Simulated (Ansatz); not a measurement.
## Zone-centre phonons of GaN at 50 GPa: input and output

These are results of DFT PBE, scalar-relativistic, plane waves, PAW in Ansatz 0.2.0, not measurements.

Launched with:
```bash
ansatz run input.yaml --threads 1 --pin off --max-ram 3072MiB --backend cpu --events-out ev --progress --plain --runs-dir out
```

Input (bare energies are in eV):
```yaml
crystal:
  lattice:
    - [0.0, 2.1337262898, 2.1337262898]
    - [2.1337262898, 0.0, 2.1337262898]
    - [2.1337262898, 2.1337262898, 0.0]
  atoms:
    - { symbol: Ga, position: [0.0, 0.0, 0.0] }
    - { symbol: "N", position: [0.75, 0.75, 0.75] }
basis:
  ecutwfc: 420
kpoints:
  mp_grid: { grid: [10, 10, 10] }
hamiltonian:
  xc: pbe
scf:
  occupations: { method: fixed }
output:
  eigenvalues: true
phonons:
  method: dfpt
  dielectric: true
  rigid_motions: translations
  eigenvectors: true
```

Results section of the output:
```
--- Phonons (Γ-DFPT): 2 representative perturbations + reference, on 171 of 1000 k-points (Σ response iterations 6) ---
  k mesh reduced under 4 symmetry operations, with k and −k counted as one. Each operation leaves every solved perturbation unchanged. A smaller set is not considered because the run solves the response ...
  ASR residual: 5.819e-4 → 0.000e0 eV/Å²; symmetrization residual: 3.231e-7 eV/Å²
  ASR residual per site (eV/Å²): 9.59e-5 5.82e-4
  Γ frequencies (cm⁻¹): 0.00 0.00 0.00 681.37 681.37 681.37
  ε∞ (high-frequency dielectric tensor):
        5.244332     0.000000     0.000000
        0.000000     5.244332     0.000000
        0.000000     0.000000     5.244332
  ε⁰ (static dielectric tensor: ions relaxed, cell fixed):
        8.378147     0.000000    -0.000000
        0.000000     8.378147    -0.000000
       -0.000000    -0.000000     8.378147
  ε⁰ − ε∞ (ionic part):
        3.133815     0.000000    -0.000000
        0.000000     3.133815    -0.000000
       -0.000000    -0.000000     3.133815
  softest optical mode at Γ: 681.37 cm⁻¹; the repairs (sum rule, projections) moved no ω² at Γ by more than (3.37 cm⁻¹)²
  Born effective charges Z* (e; rows j = field, columns β = displacement):
    site 0:
         2.58853    0.00000   -0.00000
        -0.00000    2.58853    0.00000
        -0.00000    0.00000    2.58853
    site 1:
        -2.58853   -0.00000    0.00000
         0.00000   -2.58853   -0.00000
         0.00000   -0.00000   -2.58853
  Z* charge neutrality: 6.667e-4 e pre-enforcement
  solved inside a basis spanned on kpoints, on 10×10×10 k-points, its susceptibility summed on 14×14×14: ε∞ is read to err by 1.3e-2, Z* by 1.4e-2 e (field_mesh: kpoints solves on kpoints); Z* is corrected for ...
  optical modes at Γ without the LO–TO term, one row a degenerate level:
      ω (cm⁻¹) modes IR ((D/Å)²/amu)
        681.37      3            39.7602
  optical modes at Γ + LO–TO along q̂ = [1.0000, 0.0000, 0.0000]:
      ω (cm⁻¹) modes IR ((D/Å)²/amu)
        681.37      2            26.5068
        861.22      1            13.2534
  optical modes at Γ + LO–TO along q̂ = [0.0000, 1.0000, 0.0000]:
      ω (cm⁻¹) modes IR ((D/Å)²/amu)
        681.37      2            26.5068
        861.22      1            13.2534
  optical modes at Γ + LO–TO along q̂ = [0.0000, 0.0000, 1.0000]:
      ω (cm⁻¹) modes IR ((D/Å)²/amu)
        681.37      2            26.5068
        861.22      1            13.2534
```

The run took 58 s on 1 thread of Arm Neoverse V1, on a shared host, peak memory 0.52 GiB.

Other phases may be more stable at this pressure.

This zinc-blende form isn't the usual stable structure of the compound at low pressure.